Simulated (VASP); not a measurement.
Write the native input for VASP 6.6.1 that does the following.

* Task: relaxation of cell and atoms
* Functional: LDA
* Potentials or basis: VASP PAW LDA potentials, release 64 (Cu, O)
* Cutoff: 600 eV
* k mesh: 6 × 6 × 6
* Occupations: gaussian, width 0.03 eV
* Spin: no spin polarisation
* Further INCAR settings: ALGO = Normal; EDIFF = 1e-06; IBRION = 2; EDIFFG = -0.01; NSW = 90; ISIF = 3

The structure of Cu2O (Cuprite) lies in POSCAR:

```
Cu2O
1.0
    4.2600000000      0.0000000000      0.0000000000
    0.0000000000      4.2600000000      0.0000000000
    0.0000000000      0.0000000000      4.2600000000
Cu O
4 2
Direct
    0.2500000000      0.2500000000      0.2500000000
    0.2500000000      0.7500000000      0.7500000000
    0.7500000000      0.7500000000      0.2500000000
    0.7500000000      0.2500000000      0.7500000000
    0.0000000000      0.0000000000      0.0000000000
    0.5000000000      0.5000000000      0.5000000000
```

One way to write it, as run:

INCAR

```
  PREC = Accurate
  ENCUT = 600
  EDIFF = 1E-6
  ISMEAR = 0
  SIGMA = 0.03
  LREAL = False
  LASPH = True
  NELM = 80
  ALGO = Normal
  ISIF = 3
  LWAVE = False
  LCHARG = False
  GGA = CA
  IBRION = 2
  NSW = 90
  EDIFFG = -0.01
  KPAR = 2
```

KPOINTS

```
regular mesh
0
Gamma
  6 6 6
```

Potentials or basis: VASP PAW LDA potentials, release 64 (Cu, O).

Run with:

```console
$ cat potpaw_LDA.64/Cu/POTCAR potpaw_LDA.64/O/POTCAR > POTCAR
$ mpirun -np 2 vasp_std > vasp.out
```

It gave:

```json
{
  "Relaxed volume": "12.15 Å³/atom",
  "Relaxed cell": "a = 4.177 Å, b = 4.177 Å, c = 4.177 Å, α = 90.00°, β = 90.00°, γ = 90.00°",
  "Space group after relaxing (to 0.05 Å)": "Pn-3m (No. 224)",
  "Energy gained by relaxing": "18.2 meV/atom",
  "Ionic steps": "3",
  "Pressure after relaxing": "0.0 GPa",
  "Band gap on the k mesh": "0.69 eV, direct"
}
```

Wall time 90 s on 2 MPI ranks on Intel(R) Xeon(R) Platinum 8259CL CPU @ 2.50GHz (Skylake/Cascade Lake) (shared host), peak memory 0.2 GiB a rank.
